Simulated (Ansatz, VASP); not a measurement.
**Si in VASP and in Ansatz**

The input POSCAR:

```
Si
1.0
    4.1209500000      0.0000000000      0.0000000000
   -2.0604700000      3.5688500000      0.0000000000
    0.0000000000      0.0000000000      2.6547900000
Si
2
Direct
    0.3333300000      0.6666700000      0.5000000000
    0.6666700000      0.3333300000      0.5000000000
```

The input INCAR.step1:

```
SYSTEM = Si
PREC = Accurate
ENCUT = 520
EDIFF = 1E-5
ISMEAR = -1
SIGMA = 0.05
LREAL = .FALSE.
LASPH = .TRUE.
NELM = 60
ALGO = Normal
ISIF = 2
LWAVE = .TRUE.
LCHARG = .FALSE.
NBANDS = 11
GGA = PE
```

The input INCAR.step2:

```
SYSTEM = Si
PREC = Accurate
ENCUT = 520
EDIFF = 1E-7
ISMEAR = -1
SIGMA = 0.05
LREAL = .FALSE.
LASPH = .TRUE.
NELM = 60
ALGO = Normal
ISIF = 2
LWAVE = .FALSE.
LCHARG = .FALSE.
GGA = B3
LHFCALC = .TRUE.
AEXX = 0.2
AGGAX = 0.72
AGGAC = 0.81
ALDAC = 0.19
PRECFOCK = Normal
NBANDS = 11
ISTART = 1
HFRCUT = -1
```

Contents of KPOINTS:

```
regular mesh
0
G
  4 4 5
  0 0 0
```

Contents of KPOINTS_OPT:

```
path GMKGALHA,LM,KH
8
line-mode
reciprocal
 0.0000000000  0.0000000000  0.0000000000  G
 0.5000000000  0.0000000000  0.0000000000  M

 0.5000000000  0.0000000000  0.0000000000  M
 0.3333333333  0.3333333333  0.0000000000  K

 0.3333333333  0.3333333333  0.0000000000  K
 0.0000000000  0.0000000000  0.0000000000  G

 0.0000000000  0.0000000000  0.0000000000  G
 0.0000000000  0.0000000000  0.5000000000  A

 0.0000000000  0.0000000000  0.5000000000  A
 0.5000000000  0.0000000000  0.5000000000  L

 0.5000000000  0.0000000000  0.5000000000  L
 0.3333333333  0.3333333333  0.5000000000  H

 0.3333333333  0.3333333333  0.5000000000  H
 0.0000000000  0.0000000000  0.5000000000  A

 0.5000000000  0.0000000000  0.5000000000  L
 0.5000000000  0.0000000000  0.0000000000  M

 0.3333333333  0.3333333333  0.0000000000  K
 0.3333333333  0.3333333333  0.5000000000  H
```

The input input.yaml:

```yaml
crystal:
  lattice:
    - [4.12095, 0.0, 0.0]
    - [-2.06047, 3.56885, 0.0]
    - [0.0, 0.0, 2.65479]
  atoms:
    - { symbol: Si, position: [0.33333, 0.66667, 0.5] }
    - { symbol: Si, position: [0.66667, 0.33333, 0.5] }
hamiltonian:
  xc: b3lyp
  pseudopotentials: { kind: paw }
kpoints:
  mp_grid: { grid: [4, 4, 5] }
scf:
  occupations: { method: fermi_dirac, width: 0.05 }
output:
  forces: true
  stress: true
  eigenvalues: true
  write_density: true
  write_potential: true
  elf: true
  volumetric_format: npy
```

The cell was built by a generator and needn't be a form met in nature.

Alike in both runs: functional B3LYP; k mesh 4 × 4 × 5; occupations fermi-dirac, width 0.05 eV; no spin polarisation.

```csv
,VASP,Ansatz
version,VASP 6.6.1,Ansatz 0.2.0
potentials or method,"VASP PAW PBE potentials, release 64 (Si)",Ansatz PAW
plane-wave cutoff (eV),520,420
valence electrons in the cell,8,8
task,band structure,single point
```

|  | VASP | Ansatz | Ansatz less VASP |
| --- | --- | --- | --- |
| gap on the k mesh at the Fermi level (eV) | none | none | - |
| pressure (GPa) | 0.8 | 1.1 | +0.31 |
| largest component of the traceless stress (GPa) | 7.34 | 7.08 | -0.261 |

A gap of «none» marks a metal or a gap that the smearing closes.

Caveats: the k mesh is coarse (spacing up to 0.47 Å⁻¹), so the values aren't converged, least of all with exact exchange; the PAW data sets were made with another functional, which shifts forces and pressure a little (VASP); the PAW data sets come from PBE, with cores solved anew for the run's functional, which leaves a small shift of forces and pressure (Ansatz); the thresholds are loose for stress (Ansatz).
